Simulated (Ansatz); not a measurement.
Crystal: P.

```xyz
2
Lattice="1.7257 0.9963 3.1297 -1.7257 0.9963 3.1297 0.0000 -1.9927 3.1297" Properties=species:S:1:pos:R:3 pbc="T T T"
P     0.0000    0.0000    7.2570
P     0.0000    0.0000    2.1321
```

This isn't the form of P at room conditions, which is orthorhombic.

| Item | Value |
| --- | --- |
| Program | Ansatz 0.2.0 |
| Task | single point |
| Functional | PBEsol |
| Potentials or basis | Ansatz PAW |
| Cutoff | 420 eV (not typed: the program's choice for these potentials) |
| k mesh | 9 × 9 × 9 |
| Occupations | fermi-dirac, width 0.05 eV |
| Spin | no spin polarisation |

On this cell: pressure -1.8 GPa; largest force 0.271 eV/Å; band gap on the k mesh none (metal or under the smearing width).

The same run follows on a disturbed copy (atoms moved at random, drawn with an rms of 0.05 Å):

```
P
1.0
     1.72573    0.99635    3.12968
    -1.72573    0.99635    3.12968
     0.00000   -1.99270    3.12968
P
2
Cartesian
  -0.0131 0.0080 7.1927
  -0.0121 -0.0027 2.1213
```

What changes?

The energy (extrapolated to zero smearing) moves by -1.5 meV/atom; pressure -3.4 GPa; largest force 0.163 eV/Å; band gap on the k mesh none (metal or under the smearing width).

Forces on the atoms (eV/Å):
```
P    0.003 -0.042  0.158
P   -0.003  0.042 -0.158
```

Stress tensor (GPa, compression positive):
```
-2.56 -0.01 -0.01
-0.01 -2.66  0.16
-0.01  0.16 -5.04
```

Caveats: the PAW data sets come from PBE, with cores solved anew for the run's functional, which leaves a small shift of forces and pressure.
